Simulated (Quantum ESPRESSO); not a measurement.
# V (P6_3/mmc) in Quantum ESPRESSO: settings compared

Aim: see how the results for V move with the level of theory and the settings. Levels: PBEsol, LDA. Tasks: band structure, single point, equation of state.

Program: Quantum ESPRESSO 7.5. These are calculated values, not measurements. Logs are shortened: lines on timing, memory, paths and dates and some standing lists are left out, and cuts for length are marked.

## Step 1: The crystal as given

The structure is hexagonal, space group P6_3/mmc (No. 194). Conventional cell: a = 2.604 Å, b = 2.604 Å, c = 4.723 Å, α = 90.00°, β = 90.00°, γ = 120.00°. Around V (site symmetry -6m2) lie 12 V at 2.60 to 2.80 Å.

This isn't the form of V at room conditions, which is bcc.

## Step 2: Band structure, PBEsol, collinear spin, ferromagnetic start

Contents of pw.in:

```
&CONTROL
  calculation = 'scf'
  prefix = 'pwscf'
  outdir = './tmp'
  pseudo_dir = './pseudo'
  tprnfor = .true.
  tstress = .true.
  disk_io = 'low'
/
&SYSTEM
  ibrav = 0
  celldm(1) = 8
  nat = 2
  ntyp = 1
  ecutwfc = 45
  ecutrho = 360
  nbnd = 23
  occupations = 'smearing'
  smearing = 'fd'
  degauss = 0.00367493
  nspin = 2
  starting_magnetization(1) = 0.1538
/
&ELECTRONS
  conv_thr = 4d-10
  electron_maxstep = 120
  mixing_beta = 0.3
/
ATOMIC_SPECIES
V     50.9415 v_pbesol_v1.4.uspp.F.UPF
CELL_PARAMETERS alat
  0.6151753252601   0.0000000000000   0.0000000000000
 -0.3075876626183   0.5327574594415   0.0000000000000
  0.0000000000000   0.0000000000000   1.1157264293232
ATOMIC_POSITIONS crystal
V      0.3333333333    0.6666666667    0.2500000000
V      0.6666666667    0.3333333333    0.7500000000
K_POINTS automatic
12 12 6 0 0 0
```

Contents of bands.in:

```
&CONTROL
  calculation = 'bands'
  prefix = 'pwscf'
  outdir = './tmp'
  pseudo_dir = './pseudo'
  disk_io = 'low'
  verbosity = 'high'
/
&SYSTEM
  ibrav = 0
  celldm(1) = 8
  nat = 2
  ntyp = 1
  ecutwfc = 45
  ecutrho = 360
  nbnd = 23
  occupations = 'smearing'
  smearing = 'fd'
  degauss = 0.00367493
  nspin = 2
  starting_magnetization(1) = 0.1538
/
&ELECTRONS
  conv_thr = 1d-08
  electron_maxstep = 120
  mixing_beta = 0.3
  diago_full_acc = .true.
  startingwfc = 'random'
/
ATOMIC_SPECIES
V     50.9415 v_pbesol_v1.4.uspp.F.UPF
CELL_PARAMETERS alat
  0.6151753252601   0.0000000000000   0.0000000000000
 -0.3075876626183   0.5327574594415   0.0000000000000
  0.0000000000000   0.0000000000000   1.1157264293232
ATOMIC_POSITIONS crystal
V      0.3333333333    0.6666666667    0.2500000000
V      0.6666666667    0.3333333333    0.7500000000
K_POINTS crystal
60
 0.0000000000  0.0000000000  0.0000000000 1
 0.0625000000  0.0000000000  0.0000000000 1
 0.1250000000  0.0000000000  0.0000000000 1
 0.1875000000  0.0000000000  0.0000000000 1
 0.2500000000  0.0000000000  0.0000000000 1
 0.3125000000  0.0000000000  0.0000000000 1
 0.3750000000  0.0000000000  0.0000000000 1
 0.4375000000  0.0000000000  0.0000000000 1
 0.5000000000  0.0000000000  0.0000000000 1
 0.4583333333  0.0833333333  0.0000000000 1
 0.4166666667  0.1666666667  0.0000000000 1
 0.3750000000  0.2500000000  0.0000000000 1
 0.3333333333  0.3333333333  0.0000000000 1
 0.2962962963  0.2962962963  0.0000000000 1
 0.2592592593  0.2592592593  0.0000000000 1
 0.2222222222  0.2222222222  0.0000000000 1
 0.1851851852  0.1851851852  0.0000000000 1
 0.1481481481  0.1481481481  0.0000000000 1
 0.1111111111  0.1111111111  0.0000000000 1
 0.0740740741  0.0740740741  0.0000000000 1
 0.0370370370  0.0370370370  0.0000000000 1
 0.0000000000  0.0000000000  0.0000000000 1
 0.0000000000  0.0000000000  0.1666666667 1
 0.0000000000  0.0000000000  0.3333333333 1
 0.0000000000  0.0000000000  0.5000000000 1
 0.0555555556  0.0000000000  0.5000000000 1
 0.1111111111  0.0000000000  0.5000000000 1
 0.1666666667  0.0000000000  0.5000000000 1
 0.2222222222  0.0000000000  0.5000000000 1
 0.2777777778  0.0000000000  0.5000000000 1
 0.3333333333  0.0000000000  0.5000000000 1
 0.3888888889  0.0000000000  0.5000000000 1
 0.4444444444  0.0000000000  0.5000000000 1
 0.5000000000  0.0000000000  0.5000000000 1
 0.4666666667  0.0666666667  0.5000000000 1
 0.4333333333  0.1333333333  0.5000000000 1
 0.4000000000  0.2000000000  0.5000000000 1
 0.3666666667  0.2666666667  0.5000000000 1
 0.3333333333  0.3333333333  0.5000000000 1
 0.3030303030  0.3030303030  0.5000000000 1
 0.2727272727  0.2727272727  0.5000000000 1
 0.2424242424  0.2424242424  0.5000000000 1
 0.2121212121  0.2121212121  0.5000000000 1
 0.1818181818  0.1818181818  0.5000000000 1
 0.1515151515  0.1515151515  0.5000000000 1
 0.1212121212  0.1212121212  0.5000000000 1
 0.0909090909  0.0909090909  0.5000000000 1
 0.0606060606  0.0606060606  0.5000000000 1
 0.0303030303  0.0303030303  0.5000000000 1
 0.0000000000  0.0000000000  0.5000000000 1
 0.5000000000  0.0000000000  0.5000000000 1
 0.5000000000  0.0000000000  0.3750000000 1
 0.5000000000  0.0000000000  0.2500000000 1
 0.5000000000  0.0000000000  0.1250000000 1
 0.5000000000  0.0000000000  0.0000000000 1
 0.3333333333  0.3333333333  0.0000000000 1
 0.3333333333  0.3333333333  0.1250000000 1
 0.3333333333  0.3333333333  0.2500000000 1
 0.3333333333  0.3333333333  0.3750000000 1
 0.3333333333  0.3333333333  0.5000000000 1
```

Potentials or basis: GBRV 1.5 PBEsol.

Run with:

```console
> OMP_NUM_THREADS=1 mpirun -n 2 pw.x -nk 2 -in pw.in > pw.out
> OMP_NUM_THREADS=1 mpirun -n 2 pw.x -nk 2 -in bands.in > bands.out
```

pw.out:

```text
This program is part of the open-source Quantum ESPRESSO suite
     for quantum simulation of materials; please cite
         "P. Giannozzi et al., J. Phys.:Condens. Matter 21 395502 (2009);
         "P. Giannozzi et al., J. Phys.:Condens. Matter 29 465901 (2017);
         "P. Giannozzi et al., J. Chem. Phys. 152 154105 (2020);
     in publications or presentations arising from this work. More details at

     Message from routine setup:
     using ibrav=0 with symmetry is DISCOURAGED, use correct ibrav instead

     K-points division:     npool     =       2
     Subspace diagonalization in iterative solution of the eigenvalue problem:
     a serial algorithm will be used

     G-vector sticks info
     --------------------
     sticks:   dense  smooth     PW     G-vecs:    dense   smooth      PW
     Sum         595     301     91                21551     7671    1371

     Using Slab Decomposition

     bravais-lattice index     =            0
     lattice parameter (alat)  =       8.0000  a.u.
     unit-cell volume          =     187.2217 (a.u.)^3
     number of atoms/cell      =            2
     number of atomic types    =            1
     number of electrons       =        26.00
     number of Kohn-Sham states=           23
     kinetic-energy cutoff     =      45.0000  Ry
     charge density cutoff     =     360.0000  Ry
     scf convergence threshold =      4.0E-10
     mixing beta               =       0.3000
     number of iterations used =            8  plain     mixing
     Exchange-correlation= SLA  PW   PSX  PSC
                           (   1   4  10   8   0   0   0)

     celldm(1)=   8.000000  celldm(2)=   0.000000  celldm(3)=   0.000000
     celldm(4)=   0.000000  celldm(5)=   0.000000  celldm(6)=   0.000000

     crystal axes: (cart. coord. in units of alat)
               a(1) = (   0.615175   0.000000   0.000000 )
               a(2) = (  -0.307588   0.532757   0.000000 )
               a(3) = (   0.000000   0.000000   1.115726 )

     reciprocal axes: (cart. coord. in units 2 pi/alat)
               b(1) = (  1.625553  0.938513 -0.000000 )
               b(2) = (  0.000000  1.877027  0.000000 )
               b(3) = (  0.000000 -0.000000  0.896277 )

     PseudoPot. # 1 for V  read from file:
     v_pbesol_v1.4.uspp.F.UPF
     Pseudo is Ultrasoft + core correction, Zval = 13.0
     Generated by new atomic code, or converted to UPF format
     Using radial grid of  853 points,  6 beta functions with:
                l(1) =   0
                l(2) =   0
                l(3) =   1
                l(4) =   1
                l(5) =   2
                l(6) =   2
     Q(r) pseudized with  8 coefficients,  rinner =    1.100   1.100   1.100
                                                       1.100   1.100

     atomic species   valence    mass     pseudopotential
     V                13.00    50.94150     V ( 1.00)

     Starting magnetic structure
     atomic species   magnetization
     V               0.154

     24 Sym. Ops., with inversion, found (12 have fractional translation)

   Cartesian axes

     site n.     atom                  positions (alat units)
         1        V      tau(   1) = (  -0.0000000   0.3551716   0.2789316  )
         2        V      tau(   2) = (   0.3075877   0.1775858   0.8367948  )

     number of k points=    76  Fermi-Dirac smearing, width (Ry)=  0.0037
                       cart. coord. in units 2pi/alat
        k(    1) = (   0.0000000   0.0000000   0.0000000), wk =   0.0011574
        k(    2) = (   0.0000000   0.0000000   0.1493795), wk =   0.0023148
        k(    3) = (   0.0000000   0.0000000   0.2987590), wk =   0.0023148
        k(    4) = (   0.0000000   0.0000000  -0.4481385), wk =   0.0011574
        k(    5) = (   0.0000000   0.1564189   0.0000000), wk =   0.0069444
        k(    6) = (   0.0000000   0.1564189   0.1493795), wk =   0.0138889
[... 68 lines left out ...]
        k(   75) = (   0.5418509   0.9385134   0.2987590), wk =   0.0046296
        k(   76) = (   0.5418509   0.9385134  -0.4481385), wk =   0.0023148

     Dense  grid:    21551 G-vectors     FFT dimensions: (  30,  30,  54)

     Smooth grid:     7671 G-vectors     FFT dimensions: (  24,  24,  40)

     Check: negative core charge=   -0.000004
     Generating pointlists ...
     new r_m :   0.2538 (alat units)  2.0301 (a.u.) for type    1

     Initial potential from superposition of free atoms

     starting charge      25.9977, renormalised to      26.0000

     negative rho (up, down):  7.185E-04 5.269E-04
     Starting wfcs are   20 randomized atomic wfcs +    3 random wfcs

     Self-consistent Calculation

     iteration #  1     ecut=    45.00 Ry     beta= 0.30
     Davidson diagonalization with overlap
     ethr =  1.00E-02,  avg # of iterations =  3.5

     Threshold (ethr) on eigenvalues was too large:
     Diagonalizing with lowered threshold

     Davidson diagonalization with overlap
     ethr =  6.42E-04,  avg # of iterations =  1.0

     negative rho (up, down):  6.681E-04 9.610E-04

     total energy              =    -289.87232713 Ry
     estimated scf accuracy    <       0.17100769 Ry

     total magnetization       =     2.17 Bohr mag/cell
     absolute magnetization    =     2.17 Bohr mag/cell

     iteration #  2     ecut=    45.00 Ry     beta= 0.30
     Davidson diagonalization with overlap
     ethr =  6.58E-04,  avg # of iterations =  1.6

     negative rho (up, down):  5.095E-04 1.289E-03

     total energy              =    -289.89817661 Ry
     estimated scf accuracy    <       0.03364114 Ry

     total magnetization       =     2.07 Bohr mag/cell
     absolute magnetization    =     2.07 Bohr mag/cell

     iteration #  3     ecut=    45.00 Ry     beta= 0.30
     Davidson diagonalization with overlap
     ethr =  1.29E-04,  avg # of iterations =  1.4

     negative rho (up, down):  2.598E-04 1.712E-03

     total energy              =    -289.91084280 Ry
     estimated scf accuracy    <       0.01432209 Ry

     total magnetization       =     1.82 Bohr mag/cell
     absolute magnetization    =     1.82 Bohr mag/cell

     iteration #  4     ecut=    45.00 Ry     beta= 0.30
     Davidson diagonalization with overlap
     ethr =  5.51E-05,  avg # of iterations =  1.6

     negative rho (up, down):  5.041E-04 1.494E-03

     total energy              =    -289.91953909 Ry
     estimated scf accuracy    <       0.00271452 Ry

     total magnetization       =     1.09 Bohr mag/cell
     absolute magnetization    =     1.09 Bohr mag/cell

     iteration #  5     ecut=    45.00 Ry     beta= 0.30
     Davidson diagonalization with overlap
     ethr =  1.04E-05,  avg # of iterations =  2.4

     negative rho (up, down):  5.927E-04 1.402E-03

     total energy              =    -289.92210995 Ry
     estimated scf accuracy    <       0.00116510 Ry

     total magnetization       =     0.71 Bohr mag/cell
     absolute magnetization    =     0.71 Bohr mag/cell

     iteration #  6     ecut=    45.00 Ry     beta= 0.30
     Davidson diagonalization with overlap
     ethr =  4.48E-06,  avg # of iterations =  1.6

     negative rho (up, down):  9.707E-04 9.885E-04

     total energy              =    -289.92249704 Ry
     estimated scf accuracy    <       0.00044549 Ry

     total magnetization       =     0.45 Bohr mag/cell
     absolute magnetization    =     0.45 Bohr mag/cell

     iteration #  7     ecut=    45.00 Ry     beta= 0.30
     Davidson diagonalization with overlap
     ethr =  1.71E-06,  avg # of iterations =  2.3

     negative rho (up, down):  9.464E-04 1.021E-03

     total energy              =    -289.92438744 Ry
     estimated scf accuracy    <       0.00011175 Ry

     total magnetization       =     0.05 Bohr mag/cell
     absolute magnetization    =     0.05 Bohr mag/cell

     iteration #  8     ecut=    45.00 Ry     beta= 0.30
     Davidson diagonalization with overlap
     ethr =  4.30E-07,  avg # of iterations =  2.0

     negative rho (up, down):  9.694E-04 9.923E-04

     total energy              =    -289.92445821 Ry
     estimated scf accuracy    <       0.00003555 Ry

     total magnetization       =     0.07 Bohr mag/cell
     absolute magnetization    =     0.07 Bohr mag/cell

     iteration #  9     ecut=    45.00 Ry     beta= 0.30
     Davidson diagonalization with overlap
     ethr =  1.37E-07,  avg # of iterations =  2.0

     negative rho (up, down):  9.901E-04 9.707E-04

     total energy              =    -289.92447598 Ry
     estimated scf accuracy    <       0.00000777 Ry

     total magnetization       =     0.03 Bohr mag/cell
     absolute magnetization    =     0.03 Bohr mag/cell

     iteration # 10     ecut=    45.00 Ry     beta= 0.30
     Davidson diagonalization with overlap
     ethr =  2.99E-08,  avg # of iterations =  2.0

     negative rho (up, down):  9.816E-04 9.797E-04

     total energy              =    -289.92449831 Ry
     estimated scf accuracy    <       0.00000097 Ry

     total magnetization       =    -0.01 Bohr mag/cell
     absolute magnetization    =     0.01 Bohr mag/cell

     iteration # 11     ecut=    45.00 Ry     beta= 0.30
     Davidson diagonalization with overlap
     ethr =  3.72E-09,  avg # of iterations =  1.9

     negative rho (up, down):  9.810E-04 9.806E-04

     total energy              =    -289.92449912 Ry
     estimated scf accuracy    <       0.00000008 Ry

     total magnetization       =    -0.00 Bohr mag/cell
     absolute magnetization    =     0.00 Bohr mag/cell

     iteration # 12     ecut=    45.00 Ry     beta= 0.30
     Davidson diagonalization with overlap
     ethr =  3.10E-10,  avg # of iterations =  1.8

     negative rho (up, down):  9.808E-04 9.809E-04

     total energy              =    -289.92449919 Ry
     estimated scf accuracy    <          5.0E-09 Ry

     total magnetization       =    -0.00 Bohr mag/cell
     absolute magnetization    =     0.00 Bohr mag/cell

     iteration # 13     ecut=    45.00 Ry     beta= 0.30
     Davidson diagonalization with overlap
     ethr =  1.93E-11,  avg # of iterations =  2.0

     negative rho (up, down):  9.809E-04 9.808E-04

     Magnetic moment per site  (integrated on atomic sphere of radius R)
     atom   1 (R=0.254)  charge= 11.2924  magn= -0.0001
     atom   2 (R=0.254)  charge= 11.2924  magn= -0.0001

     End of self-consistent calculation

     Number of k-points >= 100: set verbosity='high' to print the bands.

     the Fermi energy is    16.2403 ev

!    total energy              =    -289.92449920 Ry
     estimated scf accuracy    <          1.6E-10 Ry
     smearing contrib. (-TS)   =      -0.00189854 Ry
     internal energy E=F+TS    =    -289.92260067 Ry

     The total energy is F=E-TS. E is the sum of the following terms:
     one-electron contribution =     -96.22855546 Ry
     hartree contribution      =      59.79375416 Ry
     xc contribution           =     -38.85614340 Ry
     ewald contribution        =    -214.63165597 Ry

     total magnetization       =    -0.00 Bohr mag/cell
     absolute magnetization    =     0.00 Bohr mag/cell

     convergence has been achieved in  13 iterations

     negative rho (up, down):  9.809E-04 9.808E-04

     Forces acting on atoms (cartesian axes, Ry/au):

     atom    1 type  1   force =     0.00000000    0.00000000    0.00000000
     atom    2 type  1   force =    -0.00000000   -0.00000000    0.00000000

     Total force =     0.000000     Total SCF correction =     0.000000

     Computing stress (Cartesian axis) and pressure

     negative rho (up, down):  9.809E-04 9.808E-04
          total   stress  (Ry/bohr**3)                   (kbar)     P=      -74.02
  -0.00049995   0.00000000   0.00000000          -73.54        0.00        0.00
   0.00000000  -0.00049995   0.00000000            0.00      -73.54        0.00
   0.00000000   0.00000000  -0.00050969            0.00        0.00      -74.98

=------------------------------------------------------------------------------=
   JOB DONE.
=------------------------------------------------------------------------------=
```

It took 51 s on 2 MPI ranks of Arm Neoverse V1, shared host; peak memory 0.22 GiB.

What came out:

- Free energy: -3944.6238 eV
- Pressure: -7.4 GPa
- Band gap on the k mesh: none (metal or under the smearing width)
- Net moment: 0.00 μB per cell
- Absolute moment: 0.00 μB per cell
- Valence electrons inside the program's atomic spheres: V 11.29

Levels at the corners of the path, in eV from the Fermi level:
Spin up:
```
point  band 10  band 11  band 12  band 13  band 14  band 15  band 16  band 17
    Γ    -3.44    -0.57    -0.24     0.34     0.34     0.65     0.65     1.83
    M    -2.86    -2.71    -0.37    -0.18     0.31     0.61     2.96     3.54
    K    -1.47    -1.47    -1.46    -0.43    -0.43     0.65     2.22     2.41
    Γ    -3.44    -0.57    -0.24     0.34     0.34     0.65     0.65     1.83
    A    -5.10    -1.02    -1.02     0.37     0.37     0.37     0.37     2.50
    L    -3.26    -1.80    -1.80     1.62     1.62     1.65     1.65     3.60
    H    -1.61    -1.58    -1.58    -0.58    -0.58     0.95     0.95     2.91
    A    -5.10    -1.02    -1.02     0.37     0.37     0.37     0.37     2.50
    L    -3.26    -1.80    -1.80     1.62     1.62     1.65     1.65     3.60
    M    -2.86    -2.71    -0.37    -0.18     0.31     0.61     2.96     3.54
    K    -1.47    -1.47    -1.46    -0.43    -0.43     0.65     2.22     2.41
    H    -1.61    -1.58    -1.58    -0.58    -0.58     0.95     0.95     2.91
```
Spin down:
| point | band 9 | band 10 | band 11 | band 12 | band 13 | band 14 | band 15 | band 16 | band 17 | band 18 |
| --- | --- | --- | --- | --- | --- | --- | --- | --- | --- | --- |
| Γ | -6.87 | -3.44 | -0.57 | -0.24 | 0.34 | 0.34 | 0.65 | 0.65 | 1.83 | 1.83 |
| M | -2.94 | -2.86 | -2.71 | -0.37 | -0.18 | 0.31 | 0.61 | 2.96 | 3.54 | 3.65 |
| K | -2.16 | -1.47 | -1.47 | -1.46 | -0.43 | -0.43 | 0.65 | 2.22 | 2.41 | 2.41 |
| Γ | -6.87 | -3.44 | -0.57 | -0.24 | 0.34 | 0.34 | 0.65 | 0.65 | 1.83 | 1.83 |
| A | -5.10 | -5.10 | -1.02 | -1.02 | 0.37 | 0.37 | 0.37 | 0.37 | 2.50 | 2.50 |
| L | -3.26 | -3.26 | -1.80 | -1.80 | 1.62 | 1.62 | 1.65 | 1.65 | 3.60 | 3.60 |
| H | -1.61 | -1.61 | -1.58 | -1.58 | -0.58 | -0.58 | 0.95 | 0.95 | 2.91 | 2.91 |
| A | -5.10 | -5.10 | -1.02 | -1.02 | 0.37 | 0.37 | 0.37 | 0.37 | 2.50 | 2.50 |
| L | -3.26 | -3.26 | -1.80 | -1.80 | 1.62 | 1.62 | 1.65 | 1.65 | 3.60 | 3.60 |
| M | -2.94 | -2.86 | -2.71 | -0.37 | -0.18 | 0.31 | 0.61 | 2.96 | 3.54 | 3.65 |
| K | -2.16 | -1.47 | -1.47 | -1.46 | -0.43 | -0.43 | 0.65 | 2.22 | 2.41 | 2.41 |
| H | -1.61 | -1.61 | -1.58 | -1.58 | -0.58 | -0.58 | 0.95 | 0.95 | 2.91 | 2.91 |

(Part 1 of 2 ends here.)
